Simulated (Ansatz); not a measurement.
# Ru: properties at the relaxed cell

An exercise on one series of results from a longer session: the logs are not shown, and one member is left open.

Method: DFT r2SCAN, scalar-relativistic, plane waves, PAW, in Ansatz 0.2.0.

1 further run of the same task is left out (set aside as unsound or not needed).

### The system as given

The structure is hexagonal, space group P6_3/mmc (No. 194). Conventional cell: a = 2.702 Å, b = 2.702 Å, c = 4.266 Å, α = 90.00°, β = 90.00°, γ = 120.00°. Ru (site symmetry -6m2) has 12 Ru at 2.64 to 2.70 Å as nearest neighbours.

As a file:

```cif
data_structure
_symmetry_space_group_name_H-M 'P 1'
_symmetry_Int_Tables_number 1
_cell_length_a 2.7023
_cell_length_b 2.7023
_cell_length_c 4.2660
_cell_angle_alpha 90.000
_cell_angle_beta 90.000
_cell_angle_gamma 120.000
_cell_volume 26.98
loop_
_atom_site_label
_atom_site_type_symbol
_atom_site_fract_x
_atom_site_fract_y
_atom_site_fract_z
_atom_site_occupancy
Ru1 Ru 0.33333 0.66667 0.25000 1
Ru2 Ru 0.66667 0.33333 0.75000 1
```

It is the result of an earlier relaxation at this level (volume 13.49 Å³/atom; gap on the mesh: none (metal)).

Set-up of the first run:

Input file input.yaml:

```yaml
crystal:
  lattice:
    - [2.7023482472, 0.0, 0.0]
    - [-1.3511741236, 2.3403022319, 0.0]
    - [0.0, 0.0, 4.2659655298]
  atoms:
    - { symbol: Ru, position: [0.3333333333, 0.6666666667, 0.25] }
    - { symbol: Ru, position: [0.6666666667, 0.3333333333, 0.75] }
basis:
  ecutwfc: 500
kpoints:
  mp_grid: { grid: [18, 18, 10] }
  band_path:
    path:
      - [[0.0, 0.0, 0.0], [0.5, 0.0, 0.0], [0.33333333, 0.33333333, 0.0], [0.0, 0.0, 0.0], [0.0, 0.0, 0.5], [0.5, 0.0, 0.5], [0.33333333, 0.33333333, 0.5], [0.0, 0.0, 0.5]]
      - [[0.5, 0.0, 0.5], [0.5, 0.0, 0.0]]
      - [[0.33333333, 0.33333333, 0.5], [0.33333333, 0.33333333, 0.0]]
    npoints: 14
hamiltonian:
  xc: r2scan
scf:
  occupations: { method: gaussian, width: 0.1 }
  n_extra_bands: 6
output:
  forces: true
  stress: true
  eigenvalues: true
  populations: true
  dos: { projected: true, de: 0.02, nscf_kmesh: { grid: [27, 27, 15] } }
  bader: true
```

Launch:

```
$ ansatz run input.yaml --threads 1 --pin off --max-ram 2560MiB --backend cpu --events-out ev --progress --plain --runs-dir out
```

Among the steps run: Static run: bands, density of states and charges; Back to the database's cell; Volume × 0.97; Point at V/V0 = 1.03; Point at V/V0 = 0.94; The cell scaled to 1.06 of its volume; Volume × 0.91; Volume × 1.10; Volume × 0.88.

One of the session's tables, all rows but one given; the rest of the session is left out.

It belongs to the step «Fit of the equation of state». 

| volume (Å³/atom) | energy above the lowest point (meV/atom) | pressure (GPa) |
| --- | --- | --- |
| 11.871 | 261.4 | 58.54 |
| 12.276 | 137.8 | 39.91 |
| 12.680 | 57.5 | 24.24 |
| 13.085 | 13.5 | 11.07 |
| 13.490 | 0.0 | 0.00 |
| 13.894 | ? | ? |
| 14.299 | 45.9 | -17.07 |
| 14.839 | 118.2 | -25.50 |

**Question.** Estimate the row for volume (Å³/atom) = 13.894.

Worked estimate for «energy above the lowest point (meV/atom)». A straight line through the neighbours (13.490, 0.0) and (14.299, 45.9) gives 0.0 + (45.9 − 0.0) × (13.894 − 13.490) / (14.299 − 13.490) = 22.9; a parabola fitted to 4 rows on both sides gives 12.6.

The run gave: energy above the lowest point (meV/atom): 12.2; pressure (GPa): -9.29. In «energy above the lowest point (meV/atom)» the line misses by +10.7 and the parabola by +0.4.
